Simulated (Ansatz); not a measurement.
# Mo: the cost of one run

Program: Ansatz 0.2.0. Level of theory: DFT PBE, scalar-relativistic, plane waves, PAW. These are calculated values, not measurements.

The COD entry's cell or inner coordinates are ideal or old and differ from later refinements, so a difference from it is no clean test against experiment.

2 further runs of the same task are left out: 1 that didn't finish, 1 set aside as unsound or not needed. Runs told in other sessions of the task aren't counted.

### Step 1. The starting structure

Symmetry: Im-3m, No. 229, cubic system. The conventional cell has a = 3.160 Å, b = 3.160 Å, c = 3.160 Å, α = 90.00°, β = 90.00°, γ = 90.00°. Mo (site symmetry m-3m) has 8 Mo at 2.74 Å in its first shell of neighbours.

As a file:

```
Mo
1.0
    -3.16044    0.00000    0.00000
     0.00000   -3.16044    0.00000
     0.00000    0.00000    9.48132
Mo
6
Direct
  0.50000 0.50000 0.16667
  0.00000 0.00000 0.00000
  0.50000 0.50000 0.50000
  0.00000 0.00000 0.33333
  0.50000 0.50000 0.83333
  0.00000 0.00000 0.66667
```

It is built from the cell relaxed beforehand with the same method (15.78 Å³/atom).

### Step 2. Zero of the scan

The input, input.yaml:

```yaml
crystal:
  lattice:
    - [-3.1604388703, 0.0, 0.0]
    - [0.0, -3.1604388703, 0.0]
    - [0.0, 0.0, 9.4813166109]
  atoms:
    - { symbol: Mo, position: [0.5, 0.5, 0.1666666667] }
    - { symbol: Mo, position: [0.0, 0.0, 0.0] }
    - { symbol: Mo, position: [0.5, 0.5, 0.5] }
    - { symbol: Mo, position: [0.0, 0.0, 0.3333333333] }
    - { symbol: Mo, position: [0.5, 0.5, 0.8333333333] }
    - { symbol: Mo, position: [0.0, 0.0, 0.6666666667] }
basis:
  ecutwfc: 420
kpoints:
  mp_grid: { grid: [19, 19, 7] }
hamiltonian:
  xc: pbe
scf:
  occupations: { method: gaussian, width: 0.15 }
output:
  forces: true
  stress: true
  eigenvalues: true
```

Run with:

```bash
ansatz run input.yaml --threads 2 --pin off --max-ram 5120MiB --backend cpu --events-out ev --progress --plain --runs-dir out
```

What time and memory should one allow on 2 threads of Arm Neoverse V1, shared host?

About 22 s, with a peak of 0.87 GiB.
